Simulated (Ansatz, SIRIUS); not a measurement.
This is a calculation of MnS for SIRIUS 7.12.0. The cell is a database's computed one, not the measured one.

File sirius.json:

```json
{
  "control": {
    "processing_unit": "cpu",
    "std_evp_solver_name": "lapack",
    "gen_evp_solver_name": "lapack",
    "verbosity": 2,
    "print_forces": true,
    "ortho_rf": true,
    "use_second_variation": true,
    "rmt_max": 3.0,
    "num_bands_to_print": 24,
    "save_wf": true
  },
  "parameters": {
    "electronic_structure_method": "full_potential_lapwlo",
    "xc_functionals": ["XC_GGA_X_PBE_SOL", "XC_GGA_C_PBE_SOL"],
    "core_relativity": "dirac",
    "valence_relativity": "iora",
    "num_fv_states": 26,
    "smearing": "fermi_dirac",
    "smearing_width": 0.0018374661,
    "pw_cutoff": 23,
    "gk_cutoff": 4.42,
    "lmax_apw": 10,
    "lmax_rho": 8,
    "lmax_pot": 8,
    "num_mag_dims": 1,
    "auto_rmt": 0,
    "ngridk": [9, 9, 9],
    "shiftk": [0, 0, 0],
    "num_dft_iter": 80,
    "energy_tol": 1e-07,
    "density_tol": 1e-05,
    "use_symmetry": true
  },
  "settings": {"tol_ne": 1e-10},
  "iterative_solver": {"type": "exact"},
  "mixer": {"type": "anderson", "beta": 0.4, "max_history": 8},
  "unit_cell": {
    "lattice_vectors": [[0.0, 4.6741684414, 4.6741684414], [4.6741684414, 0.0, 4.6741684414], [4.6741684414, 4.6741684414, 0.0]],
    "atom_types": ["Mn", "S"],
    "atom_files": {"Mn": "Mn.json", "S": "S.json"},
    "atoms": {"Mn": [[0.0, 0.0, 0.0, 0.0, 0.0, 4.0]], "S": [[0.75, 0.75, 0.75, 0.0, 0.0, 0.0]]}
  }
}
```

Potentials or basis: all-electron FP-LAPW, apw+lo standard.

Launch:

```console
$ OMP_NUM_THREADS=1 sirius.scf --input=sirius_start.json --output=start.json
$ OMP_NUM_THREADS=1 sirius.scf --input=sirius.json --output=output.json --task=1
```

Problem. Translate it to Ansatz 0.2.0. Potentials or basis there: all-electron LAPW, scalar-relativistic.

Solution. As run (cutoffs and basis follow the program's own potentials, and thresholds, step limits or extra output files can differ):

The input input.yaml:

```yaml
crystal:
  lattice:
    - [0.0, 2.4734634191, 2.4734634191]
    - [2.4734634191, 0.0, 2.4734634191]
    - [2.4734634191, 2.4734634191, 0.0]
  atoms:
    - { symbol: Mn, position: [0.0, 0.0, 0.0], spin: 4.0 }
    - { symbol: S, position: [0.75, 0.75, 0.75] }
kpoints:
  mp_grid: { grid: [9, 9, 9] }
scf:
  occupations: { method: fermi_dirac, width: 0.05 }
hamiltonian:
  xc: pbesol
  pseudopotentials: { kind: all_electron, lapw: { basis_error: 0.001 } }
magnetization:
  spin_polarized: true
output:
  forces: true
  stress: true
  eigenvalues: true
  populations: true
```

Potentials or basis: all-electron LAPW, scalar-relativistic.

Launch:

```console
$ ansatz run input.yaml --threads 2 --pin off --max-ram 6144MiB --backend cpu --events-out ev --progress --plain --runs-dir out
```

Both were run:

|  | SIRIUS | Ansatz |
| --- | --- | --- |
| Net moment | 0.23 μB per cell | 0.24 μB per cell |

Where Ansatz's input types no cutoff or centring, it takes its own default and a Γ-centred mesh.

The magnetic state is the one that the start led to; the real crystal's order can differ.
